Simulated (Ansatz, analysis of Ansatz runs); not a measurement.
## Reproducing a measured hyperfine coupling: N2V- centre in diamond

Subject: N2V- centre in diamond. Wanted: its hyperfine coupling, in one set-up (LDA, 64-site cell, LDA lattice, 420 eV, k: the single point 1/4 1/4 1/4 then 2x2x2 shifted 0.5 0.5 0.5). The model is a cell of 64 host atoms with 1 site emptied, N put on another atom's site and N put on another atom's site. The isotropic coupling follows from the spin density at the nucleus, the nuclear g-factor and the total spin. A local or semilocal functional is the cheapest first rung.

Measured beforehand: 15N, isotropic: 4.02 MHz, by EPR (“Electron paramagnetic resonance of the N2V− defect in 15N-doped synthetic diamond”, 2015, B. L. Green et al.). 13C, the two neighbours of the vacancy, isotropic: 240.7 MHz, by EPR (“Electron paramagnetic resonance of the N2V− defect in 15N-doped synthetic diamond”, 2015, B. L. Green et al.).

Main program and level: Ansatz 0.2.0; plane-wave PAW DFT, LDA; relaxation of all atoms of a defect supercell.

### Step 1. Starting point

The cell holds 63 atoms: 61 C and 2 N. Its edges and angles: a = 7.063 Å, b = 7.063 Å, c = 7.063 Å, α = 90.0°, β = 90.0°, γ = 90.0°. It derives from C (space group Fd-3m). Nearest the centre at fractional (0.375, 0.375, 0.375): C41 at 1.53 Å, C48 at 1.53 Å, N4 at 1.53 Å, N26 at 1.53 Å, C37 at 2.50 Å, C36 at 2.50 Å, C52 at 2.50 Å, C45 at 2.50 Å. The cell carries charge −1.

The host's primitive cell comes from a first run (plane-wave PAW DFT, LDA; relaxation of the host's cell and atoms): vectors of 2.497, 2.497 and 2.497 Å. That is 5.51 Å³ an atom, 2.9 % under the diffraction cell's volume. The supercell is built on it.

### Step 2. Relaxation, charge −1

Every later number rests on the structure around the defect, so the atoms are relaxed at the host's lattice first.

relax/input.yaml reads:

```yaml
relax:
  f_tol: 0.02
  max_steps: 80
  random_displacement: { amplitude: 0.02, seed: 533 }
crystal:
  lattice:
    - [7.0634696, 0.0, 0.0]
    - [0.0, 7.0634696, 0.0]
    - [0.0, 0.0, 7.0634696]
  atoms:
    - { symbol: C, position: [0.0, 0.0, 0.25] }
    - { symbol: C, position: [0.0, 0.25, 0.0] }
    - { symbol: C, position: [0.25, 0.0, 0.0] }
    - { symbol: "N", position: [0.25, 0.25, 0.25] }
    - { symbol: C, position: [0.125, 0.125, 0.375] }
    - { symbol: C, position: [0.125, 0.375, 0.125] }
    - { symbol: C, position: [0.375, 0.125, 0.125] }
    - { symbol: C, position: [0.0, 0.0, 0.75] }
    - { symbol: C, position: [0.0, 0.25, 0.5] }
    - { symbol: C, position: [0.25, 0.0, 0.5] }
    - { symbol: C, position: [0.25, 0.25, 0.75] }
    - { symbol: C, position: [0.125, 0.125, 0.875] }
    - { symbol: C, position: [0.125, 0.375, 0.625] }
    - { symbol: C, position: [0.375, 0.125, 0.625] }
    - { symbol: C, position: [0.375, 0.375, 0.875] }
    - { symbol: C, position: [0.0, 0.5, 0.25] }
    - { symbol: C, position: [0.0, 0.75, 0.0] }
    - { symbol: C, position: [0.25, 0.5, 0.0] }
    - { symbol: C, position: [0.25, 0.75, 0.25] }
    - { symbol: C, position: [0.125, 0.625, 0.375] }
    - { symbol: C, position: [0.125, 0.875, 0.125] }
    - { symbol: C, position: [0.375, 0.625, 0.125] }
    - { symbol: C, position: [0.375, 0.875, 0.375] }
    - { symbol: C, position: [0.0, 0.5, 0.75] }
    - { symbol: C, position: [0.0, 0.75, 0.5] }
    - { symbol: "N", position: [0.25, 0.5, 0.5] }
    - { symbol: C, position: [0.25, 0.75, 0.75] }
    - { symbol: C, position: [0.125, 0.625, 0.875] }
    - { symbol: C, position: [0.125, 0.875, 0.625] }
    - { symbol: C, position: [0.375, 0.625, 0.625] }
    - { symbol: C, position: [0.375, 0.875, 0.875] }
    - { symbol: C, position: [0.5, 0.0, 0.25] }
    - { symbol: C, position: [0.5, 0.25, 0.0] }
    - { symbol: C, position: [0.75, 0.0, 0.0] }
    - { symbol: C, position: [0.75, 0.25, 0.25] }
    - { symbol: C, position: [0.625, 0.125, 0.375] }
    - { symbol: C, position: [0.625, 0.375, 0.125] }
    - { symbol: C, position: [0.875, 0.125, 0.125] }
    - { symbol: C, position: [0.875, 0.375, 0.375] }
    - { symbol: C, position: [0.5, 0.0, 0.75] }
    - { symbol: C, position: [0.5, 0.25, 0.5] }
    - { symbol: C, position: [0.75, 0.0, 0.5] }
    - { symbol: C, position: [0.75, 0.25, 0.75] }
    - { symbol: C, position: [0.625, 0.125, 0.875] }
    - { symbol: C, position: [0.625, 0.375, 0.625] }
    - { symbol: C, position: [0.875, 0.125, 0.625] }
    - { symbol: C, position: [0.875, 0.375, 0.875] }
    - { symbol: C, position: [0.5, 0.5, 0.25] }
    - { symbol: C, position: [0.5, 0.75, 0.0] }
    - { symbol: C, position: [0.75, 0.5, 0.0] }
    - { symbol: C, position: [0.75, 0.75, 0.25] }
    - { symbol: C, position: [0.625, 0.625, 0.375] }
    - { symbol: C, position: [0.625, 0.875, 0.125] }
    - { symbol: C, position: [0.875, 0.625, 0.125] }
    - { symbol: C, position: [0.875, 0.875, 0.375] }
    - { symbol: C, position: [0.5, 0.5, 0.75] }
    - { symbol: C, position: [0.5, 0.75, 0.5] }
    - { symbol: C, position: [0.75, 0.5, 0.5] }
    - { symbol: C, position: [0.75, 0.75, 0.75] }
    - { symbol: C, position: [0.625, 0.625, 0.875] }
    - { symbol: C, position: [0.625, 0.875, 0.625] }
    - { symbol: C, position: [0.875, 0.625, 0.625] }
    - { symbol: C, position: [0.875, 0.875, 0.875] }
total_charge: -1
basis:
  ecutwfc: 420
  xc_grid: 2
hamiltonian:
  xc: lda
kpoints:
  mp_grid: { grid: [1, 1, 1], shift: [0.25, 0.25, 0.25] }
magnetization:
  spin_polarized: true
  initial_magnetization: 1
  spin_locking: { lock_magnetization: hard }
scf:
  occupations: { method: fermi_dirac, width: 0.01 }
  max_iter: 120
output:
  forces: true
checkpoint:
  write: "../relax.run"
  compress: false
  write_wavefunctions: true
  write_every: 100000
```

The run is started by

```console
$ ansatz run input.yaml --threads 2 --pin off --max-ram 3768MiB --backend cpu --events-out ev --progress --plain --runs-dir out
```

Numbers of over 12 decimals in the logs are rounded to 6 here.

Log:

```text
[... repeated set-up lines and file paths are left out, and long positions are rounded to six places ...]
Engine: ansatz 0.2.0, aarch64-unknown-linux-gnu
Pseudopotentials: kind: paw
Pseudopotential: C, paw, valence charge 4, recommended cutoff 420 eV (normal), C.paw.azcp
Pseudopotential: N, paw, valence charge 5, recommended cutoff 420 eV (normal), N.paw.azcp
Functional definition: SPW92
  exchange = slater_x
  correlation = pw_c
Crystal: 63 atoms, lattice volume = 352.415 Å³
Basis set: ecut = 420 eV, 6931 PW (Γ), exchange–correlation on 96×96×96 points (8 copies of the dense FFT grid, shifted against one another)
Bands: 191, of which v1, the nominal top of the filled ones, is band 128 counted from 1 (127 counted from 0)
Symmetry: 1 space group operations
k-points: 1
Non-local potential: C, projectors of the file, l = 0: 2, l = 1: 2, l = 2: 1
Non-local potential: N, projectors of the file, l = 0: 2, l = 1: 2, l = 2: 1
PAW form: soft (Blöchl's): semilocal exchange-correlation on the pseudo side does not see the compensation charge
PAW frozen core: C, regenerated for the run's functional, and the local potential with it (the file was generated under x = pbe(κ = 0.804, μ = 0.219515), c = pbe(β = 0.066725))
PAW frozen core: N, regenerated for the run's functional, and the local potential with it (the file was generated under x = pbe(κ = 0.804, μ = 0.219515), c = pbe(β = 0.066725))
PAW one-centre angular grid: C, 110 points (default); XC on 64 Gauss nodes
PAW one-centre angular grid: N, 110 points (default); XC on 64 Gauss nodes
Initial density: superposition of atomic densities (chi_scale 0.1, normalization cell, long waves kept (reshape's long-wave potential 0.33 eV rms))
Starting moments: Σ|m| = 1 μB on 63 of 63 sites
Initial wavefunctions: pseudopotential atomic-orbital guess
Functional: x = slater, c = lda
SCF iter   1: F=—  HF=-15569.790823 eV  |F-HF|=—  |Δ(HF+E_count)|=         —  Δρ=7.52e-2 (↑7.52e-2 ↓7.39e-2)  dr2=5.81e1  dr2_m=2.70e-1  M=1.000 μB ∫|m|=1.004 μB  β_m=0.30  ethr=3.10e-3  ⟨swp⟩=5.0  Hψ=1512  notcnv=0  defer=84
preconditioner: auto → Resta (q_TF=auto, 2.585 Å⁻¹)  ε∞=4.4  [insulator: Δε(μ)=0.604 eV  Ē_g=17.209 eV  σ=0.010 eV  W_gap=1.00  n_scr=92 (ndim 8)  ℏωp=31.6 eV  f_vac=0.000  D(μ)=0.00/eV (n_scr^D=0)  ε∞_Penn≈4.4]
spin=Collinear: Resta preconditioning applied to the charge; magnetization (m = ρ↑ − ρ↓) channel mixes plain (no charge-response kernel on spin).
SCF iter   2: F=—  HF=-15560.123295 eV  |F-HF|=—  |Δ(HF+E_count)|=    9.67e0  Δρ=5.40e-2 (↑5.40e-2 ↓5.32e-2)  dr2=3.01e1  dr2_m=1.40e-1  M=1.000 μB ∫|m|=1.012 μB  β_m=0.65  ethr=3.10e-3  ⟨swp⟩=3.0  Hψ=711  notcnv=0  defer=111
SCF iter   3: F=—  HF=-15548.701139 eV  |F-HF|=—  |Δ(HF+E_count)|=    1.14e1  Δρ=4.62e-3 (↑4.46e-3 ↓4.62e-3)  dr2=1.67e-1  dr2_m=1.20e-3  M=1.000 μB ∫|m|=1.084 μB  β_m=0.69  ethr=3.10e-3  ⟨swp⟩=4.0  Hψ=566  notcnv=0  defer=111
SCF iter   4: F=—  HF=-15548.712793 eV  |F-HF|=—  |Δ(HF+E_count)|=   1.17e-2  Δρ=2.11e-3 (↑1.98e-3 ↓2.11e-3)  dr2=3.57e-2  dr2_m=3.02e-4  M=1.000 μB ∫|m|=1.093 μB  β_m=0.73  ethr=6.54e-5  ⟨swp⟩=2.0  Hψ=585  notcnv=0  defer=111
SCF iter   5: F=—  HF=-15548.715663 eV  |F-HF|=—  |Δ(HF+E_count)|=   2.87e-3  Δρ=6.41e-4 (↑4.56e-4 ↓6.41e-4)  dr2=3.22e-3  dr2_m=1.07e-4  M=1.000 μB ∫|m|=1.097 μB  β_m=0.73  ethr=1.40e-5  ⟨swp⟩=3.0  Hψ=449  notcnv=0  defer=111
SCF iter   6: F=—  HF=-15548.716301 eV  |F-HF|=—  |Δ(HF+E_count)|=   6.38e-4  Δρ=2.09e-4 (↑1.41e-4 ↓2.09e-4)  dr2=4.11e-4  dr2_m=1.30e-5  M=1.000 μB ∫|m|=1.098 μB  β_m=0.67  ethr=1.26e-6  ⟨swp⟩=2.0  Hψ=451  notcnv=0  defer=111
SCF iter   7: F=—  HF=-15548.716265 eV  |F-HF|=—  |Δ(HF+E_count)|=   3.60e-5  Δρ=4.47e-5 (↑4.30e-5 ↓4.47e-5)  dr2=1.33e-5  dr2_m=2.55e-7  M=1.000 μB ∫|m|=1.099 μB  β_m=0.74  ethr=1.61e-7  ⟨swp⟩=2.0  Hψ=422  notcnv=0  defer=111
SCF iter   8: F=-15548.716270 eV  HF=-15548.716270 eV  |F-HF|=2.93e-7  |Δ(HF+E_count)|=   4.87e-6  Δρ=1.31e-5 (↑1.21e-5 ↓1.31e-5)  dr2=1.18e-6  dr2_m=1.30e-8  M=1.000 μB ∫|m|=1.099 μB  ethr=3.92e-9  ⟨swp⟩=3.5  Hψ=901  notcnv=0
SCF 1 converged in 8 iterations: F = -15548.716270 eV  dr2 = 1.18e-6
  greatest PAW one-centre occupation: 0.786 electrons in one spin orbital (limit 2), on the N atom at site 3 (counted from 0), in its partial waves of l = 0
relax step   1: F+E_penalty+E_count = -15548.71626959 eV  Δ(F+E_penalty+E_count) = +0.000e0 eV  max|allowed force component| = 2.471e0 eV/Å  Δτ_max = 0.0000 Å  (8 SCF iters, dr2 threshold 1.00e-5 eV, accepted)
[... the SCF cycles and remarks between the steps are left out from here to the last step ...]
relax step   2: F+E_penalty+E_count = -15549.84305630 eV  Δ(F+E_penalty+E_count) = -1.127e0 eV  max|allowed force component| = 1.183e0 eV/Å  Δτ_max = 0.0913 Å  (5 SCF iters, dr2 threshold 1.00e-4 eV, accepted)
relax step   3: F+E_penalty+E_count = -15550.14050204 eV  Δ(F+E_penalty+E_count) = -2.974e-1 eV  max|allowed force component| = 5.596e-1 eV/Å  Δτ_max = 0.0469 Å  (5 SCF iters, dr2 threshold 8.74e-5 eV, accepted)
relax step   4: F+E_penalty+E_count = -15550.16991534 eV  Δ(F+E_penalty+E_count) = -2.941e-2 eV  max|allowed force component| = 3.785e-2 eV/Å  Δτ_max = 0.0146 Å  (4 SCF iters, dr2 threshold 7.01e-5 eV, accepted)
relax step   5: F+E_penalty+E_count = -15550.16991833 eV  Δ(F+E_penalty+E_count) = -2.998e-6 eV  max|allowed force component| = 3.825e-2 eV/Å  Δτ_max = 0.0000 Å  (4 SCF iters, accepted)
SCF iter   1: F=—  HF=-15550.169881 eV  |F-HF|=—  |Δ(HF+E_count)|=         —  Δρ=1.86e-4 (↑1.86e-4 ↓1.82e-4)  dr2=2.80e-4  dr2_m=4.76e-6  M=1.000 μB ∫|m|=1.105 μB  β_m=0.30  ethr=1.01e-6  ⟨swp⟩=4.0  Hψ=888  notcnv=0  defer=114
SCF iter   2: F=—  HF=-15550.169832 eV  |F-HF|=—  |Δ(HF+E_count)|=   4.92e-5  Δρ=1.26e-4 (↑1.26e-4 ↓1.23e-4)  dr2=1.12e-4  dr2_m=2.40e-6  M=1.000 μB ∫|m|=1.105 μB  β_m=0.57  ethr=1.10e-7  ⟨swp⟩=1.0  Hψ=440  notcnv=0  defer=114
SCF iter   3: F=—  HF=-15550.169782 eV  |F-HF|=—  |Δ(HF+E_count)|=   4.99e-5  Δρ=2.03e-5 (↑2.03e-5 ↓2.00e-5)  dr2=3.42e-6  dr2_m=6.81e-8  M=1.000 μB ∫|m|=1.105 μB  β_m=0.63  ethr=4.40e-8  ⟨swp⟩=2.0  Hψ=413  notcnv=0  defer=114
SCF iter   4: F=—  HF=-15550.170361 eV  |F-HF|=—  |Δ(HF+E_count)|=   5.78e-4  Δρ=5.02e-6 (↑4.69e-6 ↓5.02e-6)  dr2=2.81e-7  dr2_m=2.86e-9  M=1.000 μB ∫|m|=1.105 μB  β_m=0.67  ethr=1.34e-9  ⟨swp⟩=2.0  Hψ=521  notcnv=0  defer=114
SCF iter   5: F=-15550.170361 eV  HF=-15550.170361 eV  |F-HF|=2.06e-8  |Δ(HF+E_count)|=   4.70e-8  Δρ=1.79e-6 (↑1.43e-6 ↓1.79e-6)  dr2=3.55e-8  dr2_m=6.58e-10  M=1.000 μB ∫|m|=1.105 μB  ethr=3.92e-11  ⟨swp⟩=4.0  Hψ=907  notcnv=0
SCF 6 converged in 5 iterations: F = -15550.170361 eV  dr2 = 3.55e-8
relax step   6: F+E_penalty+E_count = -15550.17036068 eV  Δ(F+E_penalty+E_count) = -4.423e-4 eV  max|allowed force component| = 7.560e-3 eV/Å  Δτ_max = 0.0017 Å  (5 SCF iters, accepted)
NSCF: frozen V_eff on 1 k-points
the band table was solved once a step of the walk had ended and its energy, with any forces and stress, was formed, with the checks that follow a solve (1858 applications of the Hamiltonian). They found nothing against the state; [...]
SCF converged after 5 iterations
Magnetization: 1.0000 μB (128.0000 up, 127.0000 down)
Absolute magnetization: 1.1052 μB (∫|ρ↑−ρ↓|, with the PAW one-centre terms)
Spin contamination: 0.0027 ħ² per cell (⟨S²⟩ above its minimum at these occupations)
Per-site moments (μB) at R_I (Å): [(0.00117879, 0.625873), (0.00117939, 0.625920), (0.000242097, 0.625969), [... 60 left out ...]
Free energy (F): -15550.170361 eV
Harris-Foulkes:  -15550.170361 eV  (|F-HF|=2.06e-8)
Internal energy: -15550.170361 eV  (E = F + TS)
E sigma→0 (E₀):  -15550.170361 eV
Fermi energy:    15.958628 (↑ 16.852300, ↓ 15.566796) eV
--- Per-component energies (eV) ---
  E_band       = 1071.647589
  E_kinetic    = 5971.663823
  E_local      = -4235.049102  (includes V_loc(G=0)·N_el)
  E_nonlocal   = 1799.133642
  E_hartree    = 948.911824
  E_xc         = -3091.913833
  E_vxc        = -3853.986902  (∫ρ·V_xc dr)
  E_paw        = -5840.839470  (= ΣΔE_a)
  E_vpaw       = -507.937421  (= ΣTr[D̂ρ^β])
  E_aug_tail   = 0.000729  (compensation charges beyond the density's cutoff)
  E_ewald      = -11106.070844
  E_core_change = 3.992871  (= ΣΔE_core)
  E_smearing   = -0.000000  (= −TS)
  E_closure    = 0.000000  (closes the sum)
  E_deformation_potential = -21.794124  (in the stress; not in F)
  Σ components = -15550.170361   (vs F -15550.170361, Δ=0.00e0)
--- Forces (eV/Å), atoms counted from 1 ---
  atom   1  C     -0.00537225    -0.00466861    -0.00326496
  atom   2  C     -0.00598374    -0.00204078    -0.00637615
  [... 1 atom left out ...]
  atom   4  N     -0.00601168    -0.00725062    -0.00756032
  atom   5  C      0.00520401     0.00528255    -0.00346976
  atom   6  C      0.00515250    -0.00245193     0.00425933
  [... 2 atoms left out ...]
  atom   9  C     -0.00022737     0.00025166    -0.00149655
  [... 3 atoms left out ...]
  atom  13  C      0.00080398     0.00269747     0.00056216
  [... 2 atoms left out ...]
  atom  16  C      0.00022321    -0.00066683    -0.00267407
  [... 3 atoms left out ...]
  atom  20  C     -0.00043854     0.00004167     0.00749251
  [... 5 atoms left out ...]
  atom  26  N     -0.00063959     0.00221446     0.00344026
  [... 14 atoms left out ...]
  atom  41  C      0.00443668    -0.00268985    -0.00009952
  [... 6 atoms left out ...]
  atom  48  C      0.00294966     0.00102473    -0.00464632
  [... 15 atoms left out ...]
  max |Σ_I F_I| component: 4.13e-5 eV/Å
--- Band table (eV) ---
  k-point 0 ↑: bands = ["-8.2964", "-7.4773", "-7.0513", "-6.8869", [... 183 left out ...] "23.3791", "23.6032", "23.8471", "23.9851"]
  k-point 0 ↓: bands = ["-8.2877", "-7.4724", "-7.0374", "-6.8708", [... 183 left out ...] "23.4144", "23.6247", "23.8828", "24.0175"]
--- Relaxed structure (6 steps of the walk, 6 accepted, 0 SCFs on fresh bases) ---
  F+E_penalty+E_count = -15550.17036068 eV   max|allowed force component| = 7.560e-3 eV/Å
  atoms:
    - { symbol: C, position: [-0.000930, -0.001034, 0.249551] }
    - { symbol: C, position: [-0.000933, 0.250068, -0.001549] }
    [... 1 atom left out ...]
    - { symbol: N, position: [0.239495, 0.239828, 0.239308] }
    - { symbol: C, position: [0.126606, 0.126906, 0.368922] }
    - { symbol: C, position: [0.126599, 0.369438, 0.126387] }
    [... 2 atoms left out ...]
    - { symbol: C, position: [0.002564, 0.252639, 0.497149] }
    [... 3 atoms left out ...]
    - { symbol: C, position: [0.125946, 0.381031, 0.623650] }
    [... 2 atoms left out ...]
    - { symbol: C, position: [0.002559, 0.497668, 0.252120] }
    [... 3 atoms left out ...]
    - { symbol: C, position: [0.125952, 0.624179, 0.380485] }
    [... 5 atoms left out ...]
    - { symbol: N, position: [0.238420, 0.511478, 0.510942] }
    [... 14 atoms left out ...]
    - { symbol: C, position: [0.509822, 0.244932, 0.504463] }
    [... 6 atoms left out ...]
    - { symbol: C, position: [0.509820, 0.504981, 0.244413] }
    [... 15 atoms left out ...]
```

It took 63 s on 2 threads of Arm Neoverse V1, shared host; peak memory 0.98 GiB.

Relaxation path:

```tsv
step	energy less that of the first step (eV)	largest force component (eV/Å)
1	0.0000	2.4706
2	-1.1268	1.1827
3	-1.4242	0.5596
4	-1.4536	0.0378
5	-1.4536	0.0383
6	-1.4541	0.0076
```

The atoms that moved most (Å, from the sites as typed, ahead of the random displacement, the mean shift of all atoms taken out):

```tsv
atom	dx	dy	dz	length
N26	-0.081	0.079	0.079	0.138
N4	-0.073	-0.073	-0.073	0.127
C41	0.071	-0.037	0.034	0.087
C48	0.071	0.034	-0.037	0.087
C22	0.015	-0.029	0.030	0.045
C14	0.015	0.030	-0.029	0.045
C6	0.012	-0.041	0.012	0.044
C5	0.013	0.012	-0.041	0.044
```

The atoms nearest to the centre after the run:

```tsv
atom	distance (Å)
C41	1.608
C48	1.613
N4	1.657
N26	1.668
C14	2.453
C22	2.458
C5	2.480
C45	2.482
C6	2.483
C7	2.484
C52	2.485
C36	2.486
C13	2.486
C37	2.488
C30	2.489
C20	2.489
```

This step gave:

| Quantity | Value |
| --- | --- |
| free energy | -15550.1704 eV |
| total moment | 1 μB |
| integral of the absolute spin density | 1.105 μB |
| spin contamination | 0.002693 |

The relaxation ends 23 meV an atom lower than the displaced start, with a largest force component of 0.0076 eV/Å.

(Continued in part 2 of 2.)

[Logs are printed without paths, hosts, clocks, repeated set-up lines and the standing remarks that a program may print on its own settings, such as how far it seeks lower states.]

[Hosts, paths, dates, database ids (printed as entryN), source tags and the programs' standing remarks are cut or masked in the printed files.]

[For some hosts the program warned that the k-mesh of the response run may be too coarse for force constants and the static dielectric constant; such warnings are not shown here.]
